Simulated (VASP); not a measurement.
# Zn (P6_3/mmc) in VASP: elastic constants with PBEsol

Aim: the elastic constants of Zn with PBEsol.

Program: VASP 6.6.1. These are calculated values, not measurements. Logs are shortened: lines on timing, memory, paths and dates and some standing lists are left out, and cuts for length are marked.

**1. Starting point**

It takes space group P6_3/mmc (No. 194, hexagonal). Conventional cell: a = 2.614 Å, b = 2.614 Å, c = 4.873 Å, α = 90.00°, β = 90.00°, γ = 120.00°. Around Zn (site symmetry -6m2) lie 12 Zn at 2.61 to 2.87 Å.

**2. Elastic constants, PBEsol**

POSCAR reads:

```
Zn
1.0
    2.6143598000      0.0000000000      0.0000000000
   -1.3071799000      2.2641020000      0.0000000000
    0.0000000000      0.0000000000      4.8731610200
Zn
2
Direct
    0.3333333300      0.6666666700      0.2500000000
    0.6666666700      0.3333333300      0.7500000000
```

INCAR.step1 reads:

```
PREC = Accurate
ENCUT = 600
EDIFF = 1E-8
ISMEAR = 0
SIGMA = 0.1
LREAL = F
LASPH = T
NELM = 80
ALGO = Normal
ISIF = 3
LWAVE = F
LCHARG = F
GGA = PS
IBRION = 2
NSW = 40
EDIFFG = -0.002
```

INCAR.step2 reads:

```
PREC = Accurate
ENCUT = 600
EDIFF = 1E-8
ISMEAR = 0
SIGMA = 0.1
LREAL = F
LASPH = T
NELM = 80
ALGO = Normal
ISIF = 3
LWAVE = F
LCHARG = F
GGA = PS
IBRION = 6
NFREE = 2
POTIM = 0.015
NSW = 1
```

KPOINTS reads:

```
Automatic mesh
0
Gamma
  18 18 10
```

Potentials or basis: VASP PAW PBE potentials, release 64 (Zn).

The run is started by

```console
> cat potpaw_PBE.64/Zn/POTCAR > POTCAR
> cp INCAR.step1 INCAR
> mpirun -np 1 vasp_std > vasp.out
> cp CONTCAR POSCAR
> cp INCAR.step2 INCAR
> mpirun -np 1 vasp_std > vasp.out
```

OUTCAR:

```text
PREC = Accurate
   ENCUT = 600
   EDIFF = 1E-8
   ISMEAR = 0
   LREAL = F
   LASPH = T
   NELM = 80
   ISIF = 3
   GGA = PS
   IBRION = 6
   NFREE = 2
   POTIM = 0.015
   NSW = 1

 ion  position               nearest neighbor table
   1  0.333  0.667  0.250-   2 2.88   2 2.88   2 2.88   2 2.88   2 2.88   2 2.88
   2  0.667  0.333  0.750-   1 2.88   1 2.88   1 2.88   1 2.88   1 2.88   1 2.88

  LATTYP: Found a hexagonal cell.
 ALAT       =     2.5938819662
 C/A-ratio  =     1.8960316221

  Lattice vectors:

 A1 = (   2.5938819662,   0.0000000000,   0.0000000000)
 A2 = (  -1.2969409831,   2.2463676757,   0.0000000000)
 A3 = (   0.0000000000,   0.0000000000,   4.9180822320)

Analysis of symmetry for initial positions (statically):
=====================================================================
 Subroutine PRICEL returns:
 Original cell was already a primitive cell.

 Routine SETGRP: Setting up the symmetry group for a
 hexagonal supercell.

 Subroutine GETGRP returns: Found 24 space group operations
 (whereof 12 operations were pure point group operations)
 out of a pool of 24 trial point group operations.

The static configuration has the point symmetry D_3d.
 The point group associated with its full space group is D_6h.

Analysis of symmetry for dynamics (positions and initial velocities):
=====================================================================
 Subroutine PRICEL returns:
 Original cell was already a primitive cell.

 Routine SETGRP: Setting up the symmetry group for a
 hexagonal supercell.

 Subroutine GETGRP returns: Found 24 space group operations
 (whereof 12 operations were pure point group operations)
 out of a pool of 24 trial point group operations.

The dynamic configuration has the point symmetry D_3d.
 The point group associated with its full space group is D_6h.

[... 352 lines left out ...]
      2      -5.5581      2.00000
      3      -4.7413      2.00000
      4      -4.4573      2.00000
      5      -4.4573      2.00000
      6      -4.4061      2.00000
[... 433 lines left out ...]
      3      -4.9638      2.00000
      4      -4.4724      2.00000
      5      -4.2965      2.00000
      6      -4.2921      2.00000
[... 8 lines left out ...]
     15       9.0756      0.00000
     16      10.3860      0.00000

 [... further k-points ...]
[... 5 lines left out ...]
  --------------------------------------------------------------------------------------
  -------------------------------------------------------------------------------------
  Total        0.0019366      0.0019366      0.0025383      0.0000000     -0.0000000      0.0000000
  in kB        0.1082753      0.1082753      0.1419143      0.0000000     -0.0000000      0.0000000
  external PRESSURE =       0.1194883 kB  Pullay stress =       0.0000000 kB
[... 17 lines left out ...]
  FREE ENERGIE OF THE ION-ELECTRON SYSTEM (eV)
  ---------------------------------------------------
  free  energy   TOTEN  =        -3.1745832079 eV

  energy  without entropy=       -3.1735110964  energy(sigma->0) =       -3.17404715

 INTERNAL STRAIN TENSORS FROM STRAINED CELLS
 ============================================

 INTERNAL STRAIN TENSOR FOR ION    1 for displacements in x,y,z  (eV/Angst):
          X           Y           Z          XY          YZ          ZX
  --------------------------------------------------------------------------------
  x     0.00000    -0.00000     0.00000     0.10978     0.00000     0.00000
  y     0.11181    -0.11818     0.00000     0.00007     0.00001    -0.00012
  z    -0.00000     0.00000     0.00000    -0.00000     0.00261     0.00000

 INTERNAL STRAIN TENSORS FROM DISPLACED ATOMS
 ============================================

 INTERNAL STRAIN TENSOR FOR ION    1 for displacements in x,y,z  (eV/Angst):
          X           Y           Z          XY          YZ          ZX
  --------------------------------------------------------------------------------
  x     0.00000     0.00000     0.00000     0.11129     0.00000     0.00000
  y     0.11129    -0.11129     0.00000     0.00000     0.00000     0.00000
  z    -0.00000    -0.00000    -0.00000     0.00000    -0.00000     0.00000

 INTERNAL STRAIN TENSOR FOR ION    2 for displacements in x,y,z  (eV/Angst):
          X           Y           Z          XY          YZ          ZX
  --------------------------------------------------------------------------------
  x     0.00000     0.00000     0.00000    -0.11129     0.00000     0.00000
  y    -0.11129     0.11129     0.00000     0.00000     0.00000     0.00000
  z     0.00000     0.00000     0.00000     0.00000     0.00000     0.00000

 Eigenvectors and eigenvalues of the dynamical matrix
 ----------------------------------------------------

   1 f  =    4.107406 THz    25.807592 2PiTHz  137.008313 cm-1    16.986858 meV
             X         Y         Z           dx          dy          dz
     -0.000000  1.497578  1.229521     0.000000   -0.000000    0.707107
      1.296941  0.748789  3.688562     0.000000    0.000000   -0.707107
[... 16 lines left out ...]
   5 f  =    0.000000 THz     0.000000 2PiTHz    0.000000 cm-1     0.000000 meV
             X         Y         Z           dx          dy          dz
     -0.000000  1.497578  1.229521    -0.707107    0.000000    0.000000
      1.296941  0.748789  3.688562    -0.707107    0.000000    0.000000

   6 f/i=    0.000000 THz     0.000000 2PiTHz    0.000001 cm-1     0.000000 meV
             X         Y         Z           dx          dy          dz
     -0.000000  1.497578  1.229521     0.000000    0.500000   -0.500000
      1.296941  0.748789  3.688562     0.000000    0.500000   -0.500000

--------------------------------------------------------------------------------------------------------

 ELASTIC MODULI CONTR FROM IONIC RELAXATION (kBar)
 Direction    XX          YY          ZZ          XY          YZ          ZX
 --------------------------------------------------------------------------------
 XX          -1.0639      1.0639     -0.0000     -0.0000     -0.0000      0.0000
 YY           1.0639     -1.0639     -0.0000      0.0000     -0.0000      0.0000
 ZZ          -0.0000     -0.0000     -0.0000     -0.0000     -0.0000      0.0000
 XY          -0.0000      0.0000     -0.0000     -1.0639     -0.0000      0.0000
 YZ          -0.0000     -0.0000     -0.0000     -0.0000     -0.0000      0.0000
 ZX           0.0000      0.0000      0.0000      0.0000      0.0000      0.0000
 --------------------------------------------------------------------------------

 TOTAL ELASTIC MODULI (kBar)
 Direction    XX          YY          ZZ          XY          YZ          ZX
 --------------------------------------------------------------------------------
 XX        2375.0084    435.8492    412.2292     -0.0000     -0.0000      0.0000
 YY         435.8492   2375.0084    412.2292      0.0000      0.0000      0.0000
 ZZ         412.2292    412.2292   1063.7600     -0.0000     -0.0000      0.0000
 XY          -0.0000      0.0000     -0.0000    969.5796     -0.0000     -0.0000
 YZ          -0.0000      0.0000     -0.0000     -0.0000    489.5861      0.0000
 ZX           0.0000      0.0000      0.0000     -0.0000      0.0000    489.5861
 --------------------------------------------------------------------------------
```

OUTCAR.step1:

```text
PREC = Accurate
   ENCUT = 600
   EDIFF = 1E-8
   ISMEAR = 0
   LREAL = F
   LASPH = T
   NELM = 80
   ISIF = 3
[... 931 lines left out ...]
  -------------------------------------------------------------------------------------
  Total        0.0018533      0.0018533      0.0009737      0.0000000     -0.0000000     -0.0000000
  in kB        0.1036186      0.1036186      0.0544390      0.0000000     -0.0000000     -0.0000000
  external PRESSURE =       0.0872254 kB  Pullay stress =       0.0000000 kB
[... 17 lines left out ...]
  FREE ENERGIE OF THE ION-ELECTRON SYSTEM (eV)
  ---------------------------------------------------
  free  energy   TOTEN  =        -3.1749240717 eV

  energy  without entropy=       -3.1738245132  energy(sigma->0) =       -3.17437429

 reached required accuracy - stopping structural energy minimisation
```

It took 67 min on 1 thread of Intel Xeon Platinum 8259CL at 2.50GHz (Skylake/Cascade Lake), shared host; peak memory 0.89 GiB.

Results:

```yaml
Relaxed_volume: 14.33 Å³/atom
Relaxed_cell: a = 2.594 Å, b = 2.594 Å, c = 4.918 Å, α = 90.00°, β = 90.00°, γ = 120.00°
Space_group_after_relaxing_to_0.05_Å: P6_3/mmc (No. 194)
Voigt_bulk_modulus: 93 GPa
Highest_phonon_frequency_at_Γ: 137 cm⁻¹
```

Step by step:
```
step  energy change (eV)  largest force (eV/Å)  pressure (GPa)  volume (Å³)
   1              0.0000                0.0000           -1.04        28.85
   2             -0.0022                0.0000            0.42        28.46
   3             -0.0022                0.0000            0.32        28.48
   4             -0.0026                0.0000            0.20        28.55
   5             -0.0028                0.0000            0.04        28.65
   6             -0.0028                0.0000            0.06        28.64
   7             -0.0028                0.0000           -0.03        28.67
   8             -0.0028                0.0000            0.01        28.66
```

Final structure:
```
CELL_PARAMETERS angstrom
2.59388 0.00000 0.00000
-1.29694 2.24637 0.00000
0.00000 0.00000 4.91808
ATOMIC_POSITIONS crystal
Zn 0.33333 0.66667 0.25000
Zn 0.66667 0.33333 0.75000
```

Phonon frequencies in cm⁻¹ (negative: imaginary):
| q point | frequencies |
| --- | --- |
| (0.000, 0.000, 0.000) | 0 0 0 74 74 137 |

Elastic tensor in Voigt notation (GPa, in the Cartesian axes of the cell as first typed):
```
238  44  41   0   0   0
 44 238  41   0   0   0
 41  41 106   0   0   0
  0   0   0  49   0   0
  0   0   0   0  49   0
  0   0   0   0   0  97
```

Clamped-ion elastic tensor (GPa):
```
238  43  41   0   0   0
 43 238  41   0   0   0
 41  41 106   0   0   0
  0   0   0  49   0   0
  0   0   0   0  49   0
  0   0   0   0   0  97
```

Caveat: the PAW data sets were made with another functional, which shifts forces and pressure a little.
